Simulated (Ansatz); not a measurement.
Straining Zn

Computed with DFT PBE, scalar-relativistic, plane waves, PAW in Ansatz 0.2.0. Settings: 420 eV cutoff, 16×16×10 k-mesh, Gaussian smearing of 0.10 eV, no spin polarisation.

The relaxed crystal:

```
Zn
1.0
     1.96440    1.96440    0.00000
    -1.96440    1.96440    0.00000
     0.00000    0.00000    3.92881
Zn
2
Direct
  0.00000 0.00000 0.00000
  0.50000 0.50000 0.50000
```

Deformation: all cell vectors scaled alike, the atoms relaxed, all within the symmetry that the strain leaves. Energies are extrapolated to zero smearing. On this cell's mesh the reference holds a stress of up to 0.31 GPa.

```tsv
strain (%)	ΔE (meV/atom)	a (Å)	b (Å)	c (Å)
-3.0	29.9	2.695	2.695	3.811
-2.0	12.7	2.723	2.723	3.850
-1.0	3.0	2.750	2.750	3.890
+0.0	0.0	2.778	2.778	3.929
+1.0	2.8	2.806	2.806	3.968
+2.0	10.7	2.834	2.834	4.007
+3.0	23.2	2.861	2.861	4.047
```

(1) What stiffness (1/V) d²E/dε² at zero strain does a cubic fit over all points give?

## Answers

(1) A cubic fit gives (1/V) d²E/dε² = 623 GPa at zero strain (nine times the bulk modulus at fixed shape).

This fcc form isn't the element's structure at ambient conditions.